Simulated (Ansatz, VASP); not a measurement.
**AlN: VASP beside Ansatz**

```
Al N
1.0
     3.31212    0.00000    0.00000
    -1.65606    2.86838    0.00000
     0.00000    0.00000    4.18756
Al N
2 2
Direct
  0.33333 0.66667 0.75000
  0.66667 0.33333 0.25000
  0.33333 0.66667 0.25000
  0.66667 0.33333 0.75000
```

Measurements of this composition are mostly on another form, of space group No. 186.

Alike in both runs: task relaxation of cell and atoms; functional r2SCAN; dispersion rVV10; k mesh 9 × 9 × 6; occupations gaussian, width 0.02 eV; no spin polarisation.

```csv
,VASP,Ansatz
version,VASP 6.6.1,Ansatz 0.2.0
potentials or method,"VASP PAW PBE potentials, release 64 (Al, N)","scalar-relativistic, plane waves, PAW"
plane-wave cutoff (eV),600,500
valence electrons in the cell,16,16
```

```tsv
	VASP	Ansatz	Ansatz less VASP
gap on the k mesh at the Fermi level, each at its own relaxed structure (eV)	4.06	4.01	-0.048
relaxed volume (Å³/atom)	9.66	9.67	+0.013
relaxed cell length with the largest relative difference (Å)	4.124	4.127	+0.0036
energy change over the relaxation (meV/atom)	-6	-5	+0.6
```

Caveats: the PAW data sets were made with another functional, which shifts forces and pressure a little (VASP). r2SCAN opens gaps a little over a GGA but as a rule still falls short of measured ones.
